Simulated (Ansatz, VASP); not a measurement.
# CdTe: VASP beside Ansatz

The input INCAR:

```
SYSTEM = CdTe
PREC = Accurate
ENCUT = 520
EDIFF = 1E-6
ISMEAR = -1
SIGMA = 0.05
LREAL = .FALSE.
LASPH = .TRUE.
NELM = 60
ALGO = Normal
ISIF = 2
LWAVE = .FALSE.
LCHARG = .FALSE.
GGA = RE
IVDW = 13
NBANDS = 16
```

Contents of KPOINTS:

```
Automatic mesh
0
G
  7 7 7
  0 0 0
```

The input POSCAR:

```
CdTe
1.0
    0.0000000000      3.1616838793      3.1616838793
    3.1616838793      0.0000000000      3.1616838793
    3.1616838793      3.1616838793      0.0000000000
Te Cd
1 1
Direct
    0.7500000000      0.7500000000      0.7500000000
    0.0000000000      0.0000000000      0.0000000000
```

File input.yaml:

```yaml
crystal:
  lattice:
    - [0.0, 3.1616838793, 3.1616838793]
    - [3.1616838793, 0.0, 3.1616838793]
    - [3.1616838793, 3.1616838793, 0.0]
  atoms:
    - { symbol: Te, position: [0.75, 0.75, 0.75] }
    - { symbol: Cd, position: [0.0, 0.0, 0.0] }
hamiltonian:
  xc: revpbe
  pseudopotentials: { kind: paw }
  dispersion: d4
kpoints:
  mp_grid: { grid: [7, 7, 7] }
scf:
  occupations: { method: fermi_dirac, width: 0.05 }
output:
  forces: true
  stress: true
  eigenvalues: true
```

Alike in both runs: task single point; functional revPBE; dispersion D4; k mesh 7 × 7 × 7; occupations fermi-dirac, width 0.05 eV; no spin polarisation.

|  | VASP | Ansatz |
| --- | --- | --- |
| version | VASP 6.6.1 | Ansatz 0.2.0 |
| potentials or method | VASP PAW PBE potentials, release 64 (Te, Cd) | Ansatz PAW |
| plane-wave cutoff (eV) | 520 | 420 |
| valence electrons in the cell | 18 | 36 |

|  | VASP | Ansatz | Ansatz less VASP |
| --- | --- | --- | --- |
| gap on the k mesh at the Fermi level (eV) | 1.11 | 1.11 | 0.000 |
| least direct gap on the mesh (eV) | 1.11 | 1.11 | 0.000 |
| pressure (GPa) | 4.5 | 4.3 | -0.17 |
| dispersion energy (meV/atom) | -618.9 | -619.1 | -0.21 |

The two sets of potentials don't hold the same shells in valence.

Caveats: spin-orbit coupling is left out, which moves the levels of the heavy elements; the PAW data sets were made with another functional, which shifts forces and pressure a little (VASP); odd divisions of the mesh miss points on the zone boundary, where band edges often lie, so the gap on the mesh can be too wide (Ansatz); the PAW data sets come from PBE, with cores solved anew for the run's functional, which leaves a small shift of forces and pressure (Ansatz). revPBE gaps usually lie below the measured ones, often by a third to a half.
